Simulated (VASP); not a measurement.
# C in VASP: one cell, several levels of theory

What does VASP give for C (diamond), under +1.0 % strain along z alone, the cell held fixed? Runs: PBE, r2SCAN, GW on PBE.

Program: VASP 6.6.1. PAW datasets, plane waves. No spin polarisation and no zero-point or thermal motion.

### Step 1. The structure to begin with

The cell comes from an earlier relaxation with r2SCAN in another program, then strained, with the atoms relaxed again.

Space group I4_1/amd (No. 141), tetragonal; conventional cell a = 2.517 Å, c = 3.596 Å, 5.70 Å³ an atom. Near C stand 4 C at 1.55 Å.

The structure in full:

```
CELL_PARAMETERS angstrom
0.00000 1.78012 1.79793
1.78012 0.00000 1.79793
1.78012 1.78012 0.00000
ATOMIC_POSITIONS crystal
C 0.00000 0.00000 0.00000
C 0.25000 0.25000 0.25000
```

### Step 2. Single point with PBE

The input, INCAR:

```
ENCUT = 520.000000
SIGMA = 0.020000
EDIFF = 1.00e-07
GGA = PE
PREC = Accurate
IBRION = -1
ISIF = 2
ISMEAR = -1
NBANDS = 11
NELM = 120
NSW = 0
LASPH = .TRUE.
LCHARG = .FALSE.
LWAVE = .FALSE.
LREAL = .FALSE.
```

The input, KPOINTS:

```
KPOINTS created by Atomic Simulation Environment
0
Gamma
12 12 12
0 0 0
```

The input, KPOINTS_OPT:

```
special points
7
Reciprocal
0.0000000000 0.0000000000 0.0000000000 1
0.5000000000 0.0000000000 0.5000000000 1
0.6250000000 0.2500000000 0.6250000000 1
0.3750000000 0.3750000000 0.7500000000 1
0.5000000000 0.5000000000 0.5000000000 1
0.5000000000 0.2500000000 0.7500000000 1
0.3500000000 0.0000000000 0.3500000000 1
```

The input, POSCAR:

```
C
 1.0000000000000000
     0.0000000000000000    1.7801241423000000    1.7979253837000000
     1.7801241423000000    0.0000000000000000    1.7979253837000000
     1.7801241423000000    1.7801241423000000    0.0000000000000000
 C
   2
Cartesian
  0.0000000000000000  0.0000000000000000  0.0000000000000000
  0.8900620711500000  0.8900620711500000  0.8989626918500000
```

Potentials: the recommended PBE PAW datasets, 8 valence electrons in the neutral cell.

OSZICAR:

```text
N       E                     dE             d eps       ncg     rms          rms(c)
DAV:   1     0.450120418744E+00    0.45012E+00   -0.47537E+03  3722   0.714E+02
DAV:   2    -0.184320583406E+02   -0.18882E+02   -0.18265E+02  4728   0.124E+02
DAV:   3    -0.188129738776E+02   -0.38092E+00   -0.37990E+00  4189   0.133E+01
DAV:   4    -0.188136350087E+02   -0.66113E-03   -0.66112E-03  3858   0.690E-01
DAV:   5    -0.188136357677E+02   -0.75900E-06   -0.75894E-06  4105   0.224E-02    0.552E+00
DAV:   6    -0.183408640020E+02    0.47277E+00   -0.24674E-01  3673   0.350E+00    0.330E+00
DAV:   7    -0.181817274389E+02    0.15914E+00   -0.30269E-01  3838   0.392E+00    0.751E-01
DAV:   8    -0.181835404312E+02   -0.18130E-02   -0.86076E-03  3759   0.690E-01    0.436E-02
DAV:   9    -0.181835816262E+02   -0.41195E-04   -0.62827E-05  4242   0.638E-02    0.245E-02
DAV:  10    -0.181836022280E+02   -0.20602E-04   -0.15566E-05  3802   0.346E-02    0.533E-03
DAV:  11    -0.181836023036E+02   -0.75669E-07   -0.25999E-07  4328   0.459E-03
   1 F= -.18183602E+02 E0= -.18183602E+02  d E =-.531917E-13
       N       E                     dE             ncg
DAV:   1     0.132993478600E+04   -0.24998E+04      154
DAV:   2     0.119426980250E+04   -0.13566E+03      200
DAV:   3     0.119184298128E+04   -0.24268E+01      172
DAV:   4     0.119183949473E+04   -0.34865E-02      175
DAV:   5     0.119183949015E+04   -0.45788E-05      163
DAV:   6     0.119183949014E+04   -0.88598E-08      181
```

The lines after F= are the extra pass for the points of KPOINTS_OPT, at fixed density; their E is not a total energy.

Parts of OUTCAR:

```text
k-points           NKPTS =    163   k-points in BZ     NKDIM =    163   number of bands    NBANDS=     11

   NELECT =       8.0000    total number of electrons

   dimension x,y,z NGX =    20 NGY =   20 NGZ =   20
   dimension x,y,z NGXF=    40 NGYF=   40 NGZF=   40

  energy-cutoff  :      520.00
  volume of cell :       11.39
      direct lattice vectors                 reciprocal lattice vectors
     0.000000000  1.780124142  1.797925384    -0.280879287  0.280879287  0.278098304
     1.780124142  0.000000000  1.797925384     0.280879287 -0.280879287  0.278098304
     1.780124142  1.780124142  0.000000000     0.280879287  0.280879287 -0.278098304

 k-points in reciprocal lattice and weights: KPOINTS created by Atomic Simulation Env
   0.00000000  0.00000000  0.00000000       0.001
   0.08333333  0.00000000  0.00000000       0.005
   0.16666667  0.00000000  0.00000000       0.005
   0.25000000  0.00000000  0.00000000       0.005
   0.33333333  0.00000000  0.00000000       0.005
   0.41666667  0.00000000  0.00000000       0.005
   0.50000000  0.00000000  0.00000000       0.002
   0.08333333  0.08333333  0.00000000       0.001
[... 155 more k-points ...]

 E-fermi :  10.1918

 k-point     1 :       0.0000    0.0000    0.0000
  band No.  band energies     occupation
      1     -11.7517      2.00000
      2       9.5645      2.00000
      3       9.7159      2.00000
      4       9.7159      2.00000
      5      15.2029      0.00000
      6      15.2029      0.00000
      7      15.3259      0.00000
      8      22.8929      0.00000
      9      28.9030      0.00000
     10      35.8770      0.00000
     11      36.4111      0.00000

 k-point     2 :       0.0833    0.0000    0.0000
  band No.  band energies     occupation
      1     -11.5599      2.00000
      2       8.4396      2.00000
      3       9.2960      2.00000
      4       9.3973      2.00000
      5      15.6265      0.00000
      6      15.6830      0.00000
      7      15.9726      0.00000
      8      23.0616      0.00000
      9      29.2229      0.00000
     10      33.8225      0.00000
     11      34.2245      0.00000

 k-point     3 :       0.1667    0.0000    0.0000
  band No.  band energies     occupation
      1     -10.9870      2.00000
      2       5.9214      2.00000
      3       8.5876      2.00000
      4       8.7074      2.00000
      5      16.5514      0.00000
      6      16.5842      0.00000
      7      17.0531      0.00000
      8      23.5469      0.00000
      9      29.8909      0.00000
     10      32.2904      0.00000
     11      32.5846      0.00000

 k-point     4 :       0.2500    0.0000    0.0000
  band No.  band energies     occupation
      1     -10.0414      2.00000
      2       3.0958      2.00000
      3       7.8573      2.00000
      4       7.9980      2.00000
      5      17.3941      0.00000
      6      17.4259      0.00000
      7      17.8151      0.00000
      8      24.2285      0.00000
      9      30.3130      0.00000
     10      31.9449      0.00000
     11      32.1097      0.00000

 k-point     5 :       0.3333    0.0000    0.0000
  band No.  band energies     occupation
      1      -8.7449      2.00000
      2       0.3262      2.00000
      3       7.2761      2.00000
      4       7.4363      2.00000
      5      17.8311      0.00000
      6      17.9383      0.00000
      7      18.2547      0.00000
      8      24.8604      0.00000
      9      30.5469      0.00000
     10      32.8328      0.00000
     11      32.8750      0.00000

 k-point     6 :       0.4167    0.0000    0.0000
  band No.  band energies     occupation
      1      -7.1736      2.00000
      2      -2.1701      2.00000
      3       6.9115      2.00000
      4       7.0853      2.00000
      5      17.9716      0.00000
      6      18.1172      0.00000
      7      18.4640      0.00000
      8      25.2249      0.00000
      9      31.0536      0.00000
     10      34.2566      0.00000
     11      34.4712      0.00000

 k-point     7 :       0.5000    0.0000    0.0000
  band No.  band energies     occupation
      1      -6.0011      2.00000
      2      -3.6568      2.00000
      3       6.7879      2.00000
      4       6.9666      2.00000
      5      17.9922      0.00000
      6      18.1470      0.00000
      7      18.5250      0.00000
      8      25.3229      0.00000
      9      31.4965      0.00000
     10      33.7557      0.00000
     11      35.5097      0.00000

 k-point     8 :       0.0833    0.0833    0.0000
  band No.  band energies     occupation
      1     -11.4994      2.00000
      2       8.8105      2.00000
      3       8.8105      2.00000
      4       8.9473      2.00000
      5      15.1395      0.00000
      6      16.3336      0.00000
      7      16.3336      0.00000
      8      23.0308      0.00000
      9      29.3298      0.00000
     10      31.6934      0.00000
     11      36.7309      0.00000

 k-point     9 :       0.1667    0.0833    0.0000
  band No.  band energies     occupation
      1     -11.0570      2.00000
      2       6.7895      2.00000
      3       8.0176      2.00000
      4       8.6588      2.00000
      5      15.4398      0.00000
      6      17.4078      0.00000
      7      17.4113      0.00000
      8      23.1252      0.00000
      9      29.9159      0.00000
     10      30.2629      0.00000
     11      35.1891      0.00000

 k-point    10 :       0.2500    0.0833    0.0000
  band No.  band energies     occupation
      1     -10.2389      2.00000
      2       4.1140      2.00000
      3       7.3095      2.00000
      4       7.9836      2.00000
      5      16.2895      0.00000
      6      18.2465      0.00000
      7      18.3678      0.00000
      8      23.3570      0.00000
      9      30.0006      0.00000
     10      30.5245      0.00000
     11      34.2679      0.00000

 k-point    11 :       0.3333    0.0833    0.0000
  band No.  band energies     occupation
      1      -9.0609      2.00000
      2       1.3546      2.00000
      3       6.8157      2.00000
      4       7.2272      2.00000
      5      17.0509      0.00000
      6      18.7209      0.00000
      7      18.8949      0.00000
      8      23.8860      0.00000
      9      30.6380      0.00000
     10      30.9287      0.00000
     11      34.5239      0.00000

[... the tables of k-points 12 to 163 left out ...]

  Total        0.2552127      0.2552127     -0.4065886      0.0000000      0.0000000      0.0000000
  in kB       35.8848080     35.8848080    -57.1693873      0.0000000      0.0000000      0.0000000
  external PRESSURE =       4.8667429 kB  Pullay stress =       0.0000000 kB

 POSITION                                       TOTAL-FORCE (eV/Angst)
 -----------------------------------------------------------------------------------
      0.00000      0.00000      0.00000         0.000000      0.000000     -0.000000
      0.89006      0.89006      0.89896         0.000000      0.000000      0.000000
 -----------------------------------------------------------------------------------
    total drift:                                0.000000      0.000000      0.000000

  FREE ENERGIE OF THE ION-ELECTRON SYSTEM (eV)
  ---------------------------------------------------
  free  energy   TOTEN  =       -18.1836023036 eV

  energy  without entropy=      -18.1836023036  energy(sigma->0) =      -18.18360230
```

The levels at the points of KPOINTS_OPT are read from vasprun.xml.

Band energies at the special points (eV, zero at the top of v, the last band that the electrons fill by count):

| point | v−1 | v | c | c+1 |
| --- | --- | --- | --- | --- |
| Γ | 0.00 | 0.00 | 5.49 | 5.49 |
| X | -6.37 | -6.37 | 4.62 | 4.62 |
| U | -9.32 | -5.44 | 5.54 | 10.57 |
| K | -9.33 | -5.29 | 5.77 | 10.85 |
| L | -2.93 | -2.75 | 8.28 | 8.43 |
| W | -8.34 | -8.34 | 10.61 | 10.61 |

PBE gives an indirect gap of 4.00 eV, from Γ to (0.35, 0.00, 0.35); the least direct gap is 5.49 eV. Pressure: 0.49 GPa; the forces vanish within 0.01 eV/Å.

### Step 3. Single point with r2SCAN

The input, INCAR:

```
ENCUT = 520.000000
SIGMA = 0.010000
EDIFF = 1.00e-07
ALGO = Normal
METAGGA = R2SCAN
PREC = Accurate
IBRION = -1
ISIF = 2
ISMEAR = 0
NBANDS = 11
NELM = 120
NSW = 0
LASPH = .TRUE.
LCHARG = .FALSE.
LWAVE = .FALSE.
LREAL = .FALSE.
```

KPOINTS is that of step 2.

KPOINTS_OPT is that of step 2.

POSCAR is that of step 2.

OSZICAR:

```text
N       E                     dE             d eps       ncg     rms          rms(c)
DAV:   1    -0.216913050918E+01   -0.21691E+01   -0.48767E+03  3722   0.735E+02
DAV:   2    -0.215503271074E+02   -0.19381E+02   -0.18752E+02  4712   0.127E+02
DAV:   3    -0.219363142736E+02   -0.38599E+00   -0.38497E+00  4201   0.135E+01
DAV:   4    -0.219369895744E+02   -0.67530E-03   -0.67529E-03  3858   0.685E-01
DAV:   5    -0.219369903147E+02   -0.74038E-06   -0.74038E-06  4111   0.221E-02    0.510E+00
DAV:   6    -0.197485964630E+02    0.21884E+01   -0.25465E-01  3722   0.365E+00    0.382E+00
DAV:   7    -0.196530695021E+02    0.95527E-01   -0.24292E-01  3592   0.355E+00    0.746E-01
DAV:   8    -0.196539744072E+02   -0.90491E-03   -0.41449E-03  4108   0.558E-01    0.397E-01
DAV:   9    -0.196543346742E+02   -0.36027E-03   -0.15854E-04  3756   0.144E-01    0.144E-02
DAV:  10    -0.196543351860E+02   -0.51172E-06   -0.26440E-06  4176   0.134E-02    0.753E-03
DAV:  11    -0.196543355211E+02   -0.33513E-06   -0.71491E-07  3877   0.769E-03    0.534E-04
DAV:  12    -0.196543354816E+02    0.39480E-07   -0.73241E-09  1937   0.676E-04
   1 F= -.19654335E+02 E0= -.19654335E+02  d E =-.797166-125
       N       E                     dE             ncg
DAV:   1     0.130373334389E+04   -0.25260E+04      154
DAV:   2     0.116306210463E+04   -0.14067E+03      200
DAV:   3     0.116062480356E+04   -0.24373E+01      178
DAV:   4     0.116062157069E+04   -0.32329E-02      166
DAV:   5     0.116062156681E+04   -0.38749E-05      172
DAV:   6     0.116062156680E+04   -0.66152E-08      172
```

Parts of OUTCAR:

```text
k-points           NKPTS =    163   k-points in BZ     NKDIM =    163   number of bands    NBANDS=     11

   NELECT =       8.0000    total number of electrons

   dimension x,y,z NGX =    20 NGY =   20 NGZ =   20
   dimension x,y,z NGXF=    40 NGYF=   40 NGZF=   40

  energy-cutoff  :      520.00
  volume of cell :       11.39
      direct lattice vectors                 reciprocal lattice vectors
     0.000000000  1.780124142  1.797925384    -0.280879287  0.280879287  0.278098304
     1.780124142  0.000000000  1.797925384     0.280879287 -0.280879287  0.278098304
     1.780124142  1.780124142  0.000000000     0.280879287  0.280879287 -0.278098304

 k-points in reciprocal lattice and weights: KPOINTS created by Atomic Simulation Env
   0.00000000  0.00000000  0.00000000       0.001
   0.08333333  0.00000000  0.00000000       0.005
   0.16666667  0.00000000  0.00000000       0.005
   0.25000000  0.00000000  0.00000000       0.005
   0.33333333  0.00000000  0.00000000       0.005
   0.41666667  0.00000000  0.00000000       0.005
   0.50000000  0.00000000  0.00000000       0.002
   0.08333333  0.08333333  0.00000000       0.001
[... 155 more k-points ...]

 E-fermi :   9.8670

 k-point     1 :       0.0000    0.0000    0.0000
  band No.  band energies     occupation
      1     -12.9854      2.00000
      2       9.5423      2.00000
      3       9.7008      2.00000
      4       9.7008      2.00000
      5      15.4278      0.00000
      6      15.4278      0.00000
      7      15.5608      0.00000
      8      23.3567      0.00000
      9      29.9810      0.00000
     10      36.7047      0.00000
     11      37.2543      0.00000

 k-point     2 :       0.0833    0.0000    0.0000
  band No.  band energies     occupation
      1     -12.7851      2.00000
      2       8.3317      2.00000
      3       9.2539      2.00000
      4       9.3600      2.00000
      5      15.8810      0.00000
      6      15.9425      0.00000
      7      16.2544      0.00000
      8      23.5645      0.00000
      9      30.3249      0.00000
     10      34.7250      0.00000
     11      35.1420      0.00000

 k-point     3 :       0.1667    0.0000    0.0000
  band No.  band energies     occupation
      1     -12.1868      2.00000
      2       5.6520      2.00000
      3       8.4994      2.00000
      4       8.6248      2.00000
      5      16.8675      0.00000
      6      16.9028      0.00000
      7      17.3811      0.00000
      8      24.1638      0.00000
      9      31.0417      0.00000
     10      33.1532      0.00000
     11      33.4546      0.00000

 k-point     4 :       0.2500    0.0000    0.0000
  band No.  band energies     occupation
      1     -11.2002      2.00000
      2       2.6655      2.00000
      3       7.7236      2.00000
      4       7.8710      2.00000
      5      17.7546      0.00000
      6      17.7961      0.00000
      7      18.1445      0.00000
      8      24.9983      0.00000
      9      31.4708      0.00000
     10      32.8248      0.00000
     11      32.9864      0.00000

 k-point     5 :       0.3333    0.0000    0.0000
  band No.  band energies     occupation
      1      -9.8506      2.00000
      2      -0.2463      2.00000
      3       7.1071      2.00000
      4       7.2751      2.00000
      5      18.1970      0.00000
      6      18.3348      0.00000
      7      18.5744      0.00000
      8      25.7596      0.00000
      9      31.7026      0.00000
     10      33.8041      0.00000
     11      33.8362      0.00000

 k-point     6 :       0.4167    0.0000    0.0000
  band No.  band energies     occupation
      1      -8.2294      2.00000
      2      -2.8469      2.00000
      3       6.7206      2.00000
      4       6.9028      2.00000
      5      18.3370      0.00000
      6      18.5184      0.00000
      7      18.7652      0.00000
      8      26.1894      0.00000
      9      32.2716      0.00000
     10      35.5780      0.00000
     11      35.5839      0.00000

 k-point     7 :       0.5000    0.0000    0.0000
  band No.  band energies     occupation
      1      -7.0641      2.00000
      2      -4.3444      2.00000
      3       6.5897      2.00000
      4       6.7770      2.00000
      5      18.3578      0.00000
      6      18.5475      0.00000
      7      18.8167      0.00000
      8      26.3026      0.00000
      9      32.7878      0.00000
     10      35.0427      0.00000
     11      36.7431      0.00000

 k-point     8 :       0.0833    0.0833    0.0000
  band No.  band energies     occupation
      1     -12.7218      2.00000
      2       8.7347      2.00000
      3       8.7347      2.00000
      4       8.8672      2.00000
      5      15.3654      0.00000
      6      16.6403      0.00000
      7      16.6403      0.00000
      8      23.5388      0.00000
      9      30.4399      0.00000
     10      32.5544      0.00000
     11      37.5898      0.00000

 k-point     9 :       0.1667    0.0833    0.0000
  band No.  band energies     occupation
      1     -12.2597      2.00000
      2       6.5710      2.00000
      3       7.8930      2.00000
      4       8.5650      2.00000
      5      15.6867      0.00000
      6      17.7799      0.00000
      7      17.7878      0.00000
      8      23.6968      0.00000
      9      31.0182      0.00000
     10      31.1413      0.00000
     11      36.1340      0.00000

 k-point    10 :       0.2500    0.0833    0.0000
  band No.  band energies     occupation
      1     -11.4057      2.00000
      2       3.7362      2.00000
      3       7.1428      2.00000
      4       7.8473      2.00000
      5      16.5888      0.00000
      6      18.6279      0.00000
      7      18.8087      0.00000
      8      24.0261      0.00000
      9      30.8696      0.00000
     10      31.7111      0.00000
     11      35.2141      0.00000

 k-point    11 :       0.3333    0.0833    0.0000
  band No.  band energies     occupation
      1     -10.1781      2.00000
      2       0.8296      2.00000
      3       6.6198      2.00000
      4       7.0452      2.00000
      5      17.3930      0.00000
      6      19.0817      0.00000
      7      19.3620      0.00000
      8      24.6651      0.00000
      9      31.8197      0.00000
     10      31.9033      0.00000
     11      35.5412      0.00000

[... the tables of k-points 12 to 163 left out ...]

  Total       -0.0020706     -0.0020706     -0.7021208      0.0000000      0.0000000      0.0000000
  in kB       -0.2911454     -0.2911454    -98.7234243      0.0000000      0.0000000      0.0000000
  external PRESSURE =     -33.1019050 kB  Pullay stress =       0.0000000 kB

 POSITION                                       TOTAL-FORCE (eV/Angst)
 -----------------------------------------------------------------------------------
      0.00000      0.00000      0.00000        -0.000000     -0.000000      0.000000
      0.89006      0.89006      0.89896         0.000000      0.000000     -0.000000
 -----------------------------------------------------------------------------------
    total drift:                                0.000000      0.000000      0.000000

  FREE ENERGIE OF THE ION-ELECTRON SYSTEM (eV)
  ---------------------------------------------------
  free  energy   TOTEN  =       -19.6543354816 eV

  energy  without entropy=      -19.6543354816  energy(sigma->0) =      -19.65433548
```

The levels at the points of KPOINTS_OPT are read from vasprun.xml.

Levels at the named points, in eV from the top of band v (v: the last filled band by count, c: the next):

| point | v−1 | v | c | c+1 |
| --- | --- | --- | --- | --- |
| Γ | 0.00 | 0.00 | 5.73 | 5.73 |
| X | -6.73 | -6.73 | 4.86 | 4.86 |
| U | -9.74 | -5.76 | 5.82 | 11.13 |
| K | -9.76 | -5.60 | 6.06 | 11.42 |
| L | -3.11 | -2.92 | 8.66 | 8.85 |
| W | -8.73 | -8.73 | 11.25 | 11.25 |

Gap with r2SCAN: 4.18 eV, valence top at Γ, conduction bottom at (0.35, 0.00, 0.35). Least direct gap: 5.73 eV. Pressure: -3.31 GPa; the forces vanish within 0.01 eV/Å.

(Part 1 of 2 ends here.)
